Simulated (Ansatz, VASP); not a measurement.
# Ta2O5: VASP beside Ansatz, part 2 of 2

Wanted: the spread between two codes on one cell, functional and k mesh. The cell is taken from a series of runs on this material, whose earlier steps may have relaxed, scaled, displaced or heated it; both programs get it as it stands.

VASP 6.6.1 and Ansatz 0.2.0.

So far. Step 2 (VASP: single point, HSE06): The k-mesh is coarse for exact exchange; levels may shift by about 0.1 eV on a finer one.

## Step 3: Ansatz: single point, HSE06

Level of this step: Ansatz beside VASP: Kohn-Sham DFT, plane waves, HSE06 (Ansatz).

Ansatz runs on its PAW soft_1 files.

The same cell, functional and mesh now go to Ansatz, which takes its cutoff from its data sets.

input.yaml

```yaml
crystal:
  lattice:
    - [3.8414080139, 0.0, 0.0]
    - [0.0, 3.86271575, 0.0]
    - [-1.8189421445, 0.0, 6.5942490143]
  atoms:
    - { symbol: Ta, position: [0.6475155983, 0.0, 0.7907042773] }
    - { symbol: Ta, position: [0.3524844017, 0.0, 0.2092957227] }
    - { symbol: O, position: [0.6591057249, 0.5, 0.797218822] }
    - { symbol: O, position: [0.3408942751, 0.5, 0.202781178] }
    - { symbol: O, position: [0.1897444523, 0.0, 0.8725325436] }
    - { symbol: O, position: [0.8102555477, 0.0, 0.1274674564] }
    - { symbol: O, position: [0.5, 0.0, 0.5] }
kpoints:
  mp_grid: { grid: [4, 4, 2] }
  band_path:
    path:
      - [0.0, 0.0, 0.0]
      - [0.0, 0.5, 0.0]
      - [0.0, 0.5, 0.5]
      - [0.0, 0.0, 0.5]
      - [-0.5, 0.0, 0.5]
      - [-0.5, 0.5, 0.5]
      - [-0.5, 0.5, 0.0]
      - [-0.5, 0.0, 0.0]
    npoints: 1
hamiltonian:
  xc: hse06
  pseudopotentials: { kind: paw, azcp: { folder: soft_1 } }
scf:
  occupations: { method: fixed }
  n_extra_bands: 6
output:
  eigenvalues: true
```

Command:

```console
> ansatz run input.yaml --threads 3 --pin off --max-ram 92160MiB --backend cuda --events-out ev --progress --plain --runs-dir out --devices 1 --max-vram 13GiB
```

Numbers of over 12 decimals in the logs are rounded to 6 here.

The program printed:

```text
scf.n_extra_bands = 6 over 28 filled bands (N_el = 56.0): the run solves 34 bands
GPUs: using 1 of 1 available (devices: 1).
Engine: ansatz 0.2.0, x86_64-unknown-linux-gnu
Pseudopotentials: kind: paw
Pseudopotential: Ta, paw, valence charge 13, recommended cutoff 420 eV (normal), soft_1/Ta.paw.azcp
Pseudopotential: O, paw, valence charge 6, recommended cutoff 420 eV (normal), soft_1/O.paw.azcp
Functional definition: HSE06
  parameter a = 0.25
  parameter omega = 0.11/bohr
  exchange = pbe_x - a*pbe_x_sr(omega) + a*exact_x_sr(omega)
  correlation = pbe_c
davidson cushion auto → on  (no smearing: the cushion is to keep the highest requested band from converging to the state above it; pin scf.eigensolver.cushion to override)
device memory: the entry about to start is reckoned to put 1.3 GiB on a device that reports 40.8 GiB free (of which the cap on the GPU budget leaves the run 13.0 GiB)
GPU FFT provider: cuFFT
GPU libraries: cuBLAS 13.8.2, cuFFT 12.4.0, cuSOLVER 12.3.4
Crystal: 7 atoms, lattice volume = 97.847 Å³
Basis set: ecut = 420 eV, 1951 PW (Γ)
Bands: 34, of which v1, the nominal top of the filled ones, is band 28 counted from 1 (27 counted from 0)
Symmetry: 4 space group operations
Space group: P2/m (ITA 10), of the structure as read, at distance tolerance 4.6e-5 Å
k-points: 18 of 32
Non-local potential: Ta, projectors of the file, l = 0: 3, l = 1: 2, l = 2: 2, l = 3: 1
Non-local potential: O, projectors of the file, l = 0: 2, l = 1: 2, l = 2: 1
PAW form: soft (Blöchl's): semilocal exchange-correlation on the pseudo side does not see the compensation charge
PAW frozen core: Ta, regenerated for the run's functional, and the local potential with it (the file was generated under x = pbe(κ = 0.804, μ = 0.219515), c = pbe(β = 0.066725))
PAW frozen core: O, regenerated for the run's functional, and the local potential with it (the file was generated under x = pbe(κ = 0.804, μ = 0.219515), c = pbe(β = 0.066725))
PAW one-centre angular grid: Ta, 590 points (default); XC on 64 Gauss nodes
PAW one-centre angular grid: O, 110 points (default); XC on 96 Gauss nodes
Initial density: superposition of atomic densities (chi_scale 0.1, normalization cell, long waves kept (reshape's long-wave potential 0.02 eV rms))
Initial wavefunctions: pseudopotential atomic-orbital guess
GPU buffer pool allocated for 34992 grid points (all kernels)
GPU transforms: local potential and band sums: pruned to the plane-wave sphere, on 25×25×45
Functional: x = pbe(κ = 0.804, μ = 0.219515), c = pbe(β = 0.066725), warm-up for x = pbe(κ = 0.804, μ = 0.219515) + 0.25 (exact − pbe) at short range (hse, ω = 0.207870 Å⁻¹), c = pbe(β = 0.066725); HSE06 as pw.x's `hse` composes it (authors' and Libxc's form: `xc: wpbeh`)
SCF iter   1: F=—  HF=-22712.117329 eV  |F-HF|=—  |Δ(HF+E_count)|=         —  Δρ=7.53e-2  dr2=5.33e0  ethr=1.00e-1  ⟨swp⟩=3.7  Hψ=1920  notcnv=0
preconditioner: auto → none  [insulator: Δε(μ)=3.080 eV  Ē_g=11.649 eV  n_scr=26 (ndim 8)  ℏωp=23.7 eV  f_vac=0.086]
SCF iter   2: F=—  HF=-22711.731855 eV  |F-HF|=—  |Δ(HF+E_count)|=   3.85e-1  Δρ=6.44e-2  dr2=2.74e0  ethr=9.51e-3  ⟨swp⟩=3.9  Hψ=1774  notcnv=0
SCF iter   3: F=—  HF=-22711.189403 eV  |F-HF|=—  |Δ(HF+E_count)|=   5.42e-1  Δρ=2.01e-2  dr2=2.94e-1  ethr=4.89e-3  ⟨swp⟩=3.2  Hψ=1519  notcnv=0
SCF iter   4: F=—  HF=-22711.214804 eV  |F-HF|=—  |Δ(HF+E_count)|=   2.54e-2  Δρ=9.78e-3  dr2=7.79e-2  ethr=5.25e-4  ⟨swp⟩=3.1  Hψ=1503  notcnv=0  defer=1
iter 5 solved again at ethr=5.32e-6 eV; its pass at ethr=1.39e-4 eV (dr2=2.98e-3 eV) is discarded
SCF iter   5: F=—  HF=-22711.206132 eV  |F-HF|=—  |Δ(HF+E_count)|=   8.67e-3  Δρ=2.53e-3  dr2=3.20e-3  ethr=5.32e-6  ⟨swp⟩=3.3  Hψ=2968  notcnv=0  defer=1
SCF iter   6: F=-22711.206957 eV  HF=-22711.206939 eV  |F-HF|=1.79e-5  |Δ(HF+E_count)|=   8.07e-4  Δρ=6.89e-4  dr2=2.01e-4  ethr=5.32e-6  ⟨swp⟩=3.1  Hψ=1483  notcnv=0
SCF 1 stopped early in 6 iterations: F = -22711.206957 eV  dr2 = 2.01e-4
  greatest PAW one-centre occupation: 0.999 electrons in one spin orbital (limit 2), on the Ta atom at site 1 (counted from 0), in its partial waves of l = 0
device memory: the entry about to start is reckoned to put 1.7 GiB on a device that reports 43.5 GiB free (of which the cap on the GPU budget leaves the run 13.0 GiB)
GPU FFT provider: cuFFT
GPU libraries: cuBLAS 13.8.2, cuFFT 12.4.0, cuSOLVER 12.3.4
Initial density: handed on by an earlier stage of this run
Initial wavefunctions: those handed on with the density
GPU buffer pool allocated for 34992 grid points (all kernels)
GPU transforms: local potential and band sums: pruned to the plane-wave sphere, on 25×25×45
Functional: x = pbe(κ = 0.804, μ = 0.219515) + 0.25 (exact − pbe) at short range (hse, ω = 0.207870 Å⁻¹), c = pbe(β = 0.066725); HSE06 as pw.x's `hse` composes it (authors' and Libxc's form: `xc: wpbeh`)
Exchange kernel: α = 0.2500, screened, ω = 0.2079 Å⁻¹, Wigner–Seitz truncation, v(0) = 1024.2999 eV·Å³, q-mesh 4×4×2, nearest image of the exchange supercell L = 13.68 Å, pair-density grid 20×20×32, without the augmentation charges, whose exchange is taken in its separable form by FFT convolution over the k-point mesh (sized by the pseudopotential files, 25×25×45 at the most), smooth part of the exact exchange by density-matrix convolution in up to 1.93 GiB of GPU memory as planned if the GPU has room (build and FFT work areas not counted)
Frozen-core exchange: fock
SCF iter   1: F=—  HF=-22711.336134 eV  |F-HF|=—  |Δ(HF+E_count)|=         —  Δρ=1.35e-2  dr2=2.82e-1  ethr=3.60e-6  ⟨swp⟩=6.6  Hψ=3028  notcnv=0
preconditioner: auto → none  [insulator: Δε(μ)=4.011 eV  Ē_g=13.452 eV  n_scr=26 (ndim 8)  ℏωp=23.7 eV  f_vac=0.157]
SCF iter   2: F=—  HF=-22711.256000 eV  |F-HF|=—  |Δ(HF+E_count)|=   8.01e-2  Δρ=7.03e-3  dr2=4.62e-2  ethr=3.60e-6  ⟨swp⟩=5.0  Hψ=2605  notcnv=0
SCF iter   3: F=—  HF=-22711.273822 eV  |F-HF|=—  |Δ(HF+E_count)|=   1.78e-2  Δρ=3.33e-3  dr2=1.25e-2  ethr=3.60e-6  ⟨swp⟩=4.1  Hψ=2103  notcnv=0
SCF iter   4: F=—  HF=-22711.270595 eV  |F-HF|=—  |Δ(HF+E_count)|=   3.23e-3  Δρ=9.43e-4  dr2=6.96e-4  ethr=3.60e-6  ⟨swp⟩=4.0  Hψ=1810  notcnv=0
SCF iter   5: F=—  HF=-22711.273460 eV  |F-HF|=—  |Δ(HF+E_count)|=   2.87e-3  Δρ=1.53e-3  dr2=2.14e-3  ethr=7.12e-7  ⟨swp⟩=4.2  Hψ=2071  notcnv=0
SCF iter   6: F=—  HF=-22711.273057 eV  |F-HF|=—  |Δ(HF+E_count)|=   4.03e-4  Δρ=6.56e-4  dr2=5.46e-4  ethr=7.12e-7  ⟨swp⟩=4.0  Hψ=1940  notcnv=0
SCF iter   7: F=-22711.272911 eV  HF=-22711.272920 eV  |F-HF|=9.45e-6  |Δ(HF+E_count)|=   1.37e-4  Δρ=9.51e-5  dr2=2.15e-5  ethr=7.12e-7  ⟨swp⟩=3.1  Hψ=1563  notcnv=0
SCF 2 stopped early in 7 iterations: F = -22711.272911 eV  dr2 = 2.15e-5
  greatest PAW one-centre occupation: 1.001 electrons in one spin orbital (limit 2), on the Ta atom at site 1 (counted from 0), in its partial waves of l = 0
hybrid outer 1: dexx = +3.193e-2 eV, tail = 9.86e-5 eV
GPU FFT provider: cuFFT
GPU libraries: cuBLAS 13.8.2, cuFFT 12.4.0, cuSOLVER 12.3.4
GPU buffer pool allocated for 34992 grid points (all kernels)
GPU transforms: local potential and band sums: pruned to the plane-wave sphere, on 25×25×45
Exchange kernel: α = 0.2500, screened, ω = 0.2079 Å⁻¹, Wigner–Seitz truncation, v(0) = 1024.2999 eV·Å³, q-mesh 4×4×2, nearest image of the exchange supercell L = 13.68 Å, pair-density grid 20×20×32, without the augmentation charges, whose exchange is taken in its separable form by FFT convolution over the k-point mesh (sized by the pseudopotential files, 25×25×45 at the most), smooth part of the exact exchange by density-matrix convolution in up to 1.93 GiB of GPU memory as planned if the GPU has room (build and FFT work areas not counted)
Frozen-core exchange: fock
SCF iter   1: F=—  HF=-22711.272768 eV  |F-HF|=—  |Δ(HF+E_count)|=         —  Δρ=2.11e-4  dr2=3.97e-5  ethr=8.80e-7  ⟨swp⟩=3.0  Hψ=1403  notcnv=0
preconditioner: auto → none  [insulator: Δε(μ)=3.668 eV  Ē_g=13.192 eV  n_scr=26 (ndim 8)  ℏωp=23.7 eV  f_vac=0.162]
iter 2 solved again at ethr=1.54e-9 eV; its pass at ethr=6.80e-8 eV (dr2=8.60e-7 eV) is discarded
SCF iter   2: F=—  HF=-22711.272757 eV  |F-HF|=—  |Δ(HF+E_count)|=   1.00e-5  Δρ=3.98e-5  dr2=1.07e-6  ethr=1.54e-9  ⟨swp⟩=3.5  Hψ=3065  notcnv=0
SCF iter   3: F=—  HF=-22711.272759 eV  |F-HF|=—  |Δ(HF+E_count)|=   1.26e-6  Δρ=1.26e-5  dr2=1.91e-7  ethr=1.47e-9  ⟨swp⟩=4.5  Hψ=1826  notcnv=0
SCF iter   4: F=-22711.272759 eV  HF=-22711.272759 eV  |F-HF|=6.53e-9  |Δ(HF+E_count)|=   4.70e-8  Δρ=3.07e-6  dr2=1.36e-8  ethr=2.76e-10  ⟨swp⟩=3.0  Hψ=1554  notcnv=0
SCF 3 converged in 4 iterations: F = -22711.272759 eV  dr2 = 1.36e-8
hybrid outer 2: dexx = +1.756e-6 eV, tail = 4.88e-8 eV, Δε = 5.59e-3 eV (about 1.56e-4 eV left of the loop's levels)
the search or the solves at the SCF's close seem to have found levels that the self-consistency loop had missed (the run counts 2). By its estimate they hold under 1e-12 electrons; where the run keeps them, the occupations were computed again with them
device memory: the entry about to start is reckoned to put 0.5 GiB on a device that reports 43.5 GiB free (of which the cap on the GPU budget leaves the run 13.0 GiB)
NSCF: frozen V_eff on 8 k-points
hybrid SCF converged: 2 outer / 11 inner (+6 warm-up), last move |dexx| = 1.76e-6 eV, tail = 4.88e-8 eV
Stability not checked: this state was not tested for a lower state beside it, because the functional holds exact exchange (a hybrid, or Hartree-Fock), whose exchange loop this test does not read (fock_operator; see scf.lower_state_search)
Free energy (F): -22711.272759 eV
Frozen-core exchange: fock
Harris-Foulkes:  -22711.272759 eV  (|F-HF|=6.53e-9)
Internal energy: -22711.272759 eV  (E = F + TS)
E sigma→0 (E₀):  -22711.272759 eV
Fermi energy:    5.820099 eV
--- Per-component energies (eV) ---
  E_band       = -672.652728
  E_kinetic    = 1613.834318
  E_local      = -4411.104737  (includes V_loc(G=0)·N_el)
  E_nonlocal   = 242.586796
  E_hartree    = 1668.208053
  E_xc         = -790.740322
  E_vxc        = -726.835144  (∫ρ·V_xc dr)
  E_exx        = -168.999504  (= α·E_x^exact, valence–valence)
  E_paw        = -17458.656454  (= ΣΔE_a)
  E_vpaw       = -389.555767  (= ΣTr[D̂ρ^β])
  E_aug_tail   = 0.004071  (compensation charges beyond the density's cutoff)
  E_ewald      = -3399.564528
  E_core_change = -6.840451  (= ΣΔE_core)
  E_smearing   = -0.000000  (= −TS)
  E_closure    = -0.000000  (closes the sum)
  Σ components = -22711.272759   (vs F -22711.272759, Δ=0.00e0)
--- Band table (eV; the first three rows and the last of 18) ---
  k-point 0: bands = [... 24 lower, 4.7780, 4.9711, 5.1023, 5.2284, 9.5299, 9.9274, 10.0667, 11.6933, ... 2 higher]
  k-point 1: bands = [... 24 lower, 4.7932, 4.9190, 4.9490, 5.0213, 9.4895, 9.9720, 10.0264, 11.6709, ... 2 higher]
  k-point 2: bands = [... 24 lower, 3.8601, 4.2934, 4.3786, 5.1689, 11.2227, 11.6155, 11.6832, 11.9572, ... 2 higher]
  k-point 17: bands = [... 24 lower, 3.7679, 5.1093, 5.6803, 5.8201, 10.4825, 12.4044, 13.0731, 13.7406, ... 2 higher]
```

## Step 4: Differences

Known differences besides the potentials themselves: exact exchange at q = 0 is treated differently, which shows on coarse meshes; VASP keeps PBE cores, Ansatz makes them for the functional; fixed occupations in Ansatz, narrow Gaussian smearing in VASP; the data sets hold 56 valence electrons in Ansatz (on its PAW soft_1 files) and 52 in VASP; the cutoff is 420 eV in Ansatz and 520 eV in VASP; VASP takes a coarser grid for exact exchange (PRECFOCK = Fast). Total energies have different zeros and are not compared.

Compared:

| quantity | Ansatz | VASP | difference |
| --- | --- | --- | --- |
| gap on the k mesh (eV) | 3.669 | 3.569 | +0.100 |

A gap on the mesh is an upper bound, since the band edges may lie between its points; neither run holds spin-orbit coupling, which can move the band edges of a compound of Ta.

## Step 5: Summary of results

- difference in gap on the k mesh (single point, HSE06): 0.10 eV

What this shows: The difference in gap on the k mesh is 0.10 eV (single point, HSE06), beyond the 0.08 eV picked in this series as the mark of a large difference. The data sets hold unlike numbers of valence electrons (56 in Ansatz and 52 in VASP), so part of the differences comes from the potentials. What causes the difference of the single point, HSE06 pair stays open here. How closely two codes agree says nothing of how well the functional describes the real material.

[Lines on the potential files, build, host, timing and source positions are cut from VASP's logs without a mark.]

[Logs are printed without paths, hosts, clocks, repeated set-up lines and the standing remarks that a program may print on its own settings, such as how far it seeks lower states.]

[Hosts, paths, dates, database ids (printed as entryN), source tags and the programs' standing remarks are cut or masked in the printed files.]
